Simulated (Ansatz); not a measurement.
CuI, space group F-43m, a series of slab calculations

Program: Ansatz 0.2.0, Python API.

Notebook, run cell by cell (the value of a cell's last expression is shown):

```python
import warnings

import ansatz as az
from ase import Atoms
from ase.build import surface
import numpy as np
from tabulate import tabulate
```

```python
TOLERANCE = 1e-07
MAX_SCF = 60
N_EMPTY = 16
SMEARING_WIDTH = 0.01
MESH = (4, 4, 1)
```

```python
warnings.simplefilter("ignore", az.DeckWarning)
```

```python
atoms = Atoms(
    ["Cu", "I"],
    scaled_positions=[
        [0.25, 0.25, 0.25],
        [0.0, 0.0, 0.0],
    ],
    cell=[
        [0.0, 3.0315, 3.0315],
        [3.0315, 0.0, 3.0315],
        [3.0315, 3.0315, 0.0],
    ],
    pbc=True,
)
# the plane is named in the basis of this cell
rows = []
for value in [0.0, 0.1, 0.2, 0.3]:
    slab = surface(atoms, (0, 1, 0), 2, vacuum=8.0)
    slab.pbc = True
    calc = (
        az.Crystal.from_ase(slab).calculation()
        .functional(exchange="rpw86", correlation="lyp")
        .scf(tolerance=TOLERANCE, max_iterations=MAX_SCF, extra_bands=N_EMPTY)
        .occupations(az.OccupationsMethod.FERMI_DIRAC, width=SMEARING_WIDTH)  # smearing steadies the SCF of a metal
        .kpoints(*MESH)  # the mesh must be finer for metals
        .electric_field(axis=3, dipole_correction=True, amplitude=value)
    )
    report = calc.run().report
    face = report["work_function"]
    rows.append((value, len(slab), report["free_energy_ev"], face["dipole_moment_e_ang"], face.get("phi_plus_ev"), face.get("phi_minus_ev")))
```

    

```python
print(tabulate(rows, headers=["field (V/A)", "atoms", "F (eV)", "dipole (e A)", "phi upper (eV)", "phi lower (eV)"], floatfmt=".4f", missingval="-"))
print(f"induced dipole per field: {np.polyfit([row[0] for row in rows], [row[3] for row in rows], 1)[0]:.3f} e A^2/V")
```

      field (V/A)    atoms       F (eV)    dipole (e A)    phi upper (eV)    phi lower (eV)
    -------------  -------  -----------  --------------  ----------------  ----------------
           0.0000        4  -28431.1992          0.1452            3.0818            4.7328
           0.1000        4  -28431.2165          0.2021            -                 -
           0.2000        4  -28431.2396          0.2587            -                 -
           0.3000        4  -28431.2683          0.3152            -                 -
    induced dipole per field: 0.566 e A^2/V

Notes:
- These settings explore the input space; cutoff and mesh may be short of convergence.
- Spin is left out of this run.
- Of the deposited cell: the entry's cell lengths or inner coordinates differ somewhat from later room-temperature determinations.
- Without a Hubbard U or exact exchange, semilocal functionals often make such 3d compounds metallic or too weakly gapped.
- In a slab with a gap the Fermi level, and so this work function, hangs on the smearing.
- The starting cell is as deposited in a crystallographic database; the results hold for this polymorph, which needn't be the stable one.
- The slabs are thin, unrelaxed cuts of the structure as given, on a modest mesh, so the surface energy isn't converged; Miller indices refer to the cell as typed, and unlike faces give only a mean.
- It ran for 54 s on 1 thread of Arm Neoverse N1, on a shared host, peak memory 0.6 GiB.

(Lines on the test bed's own set-up are left out of the output.)
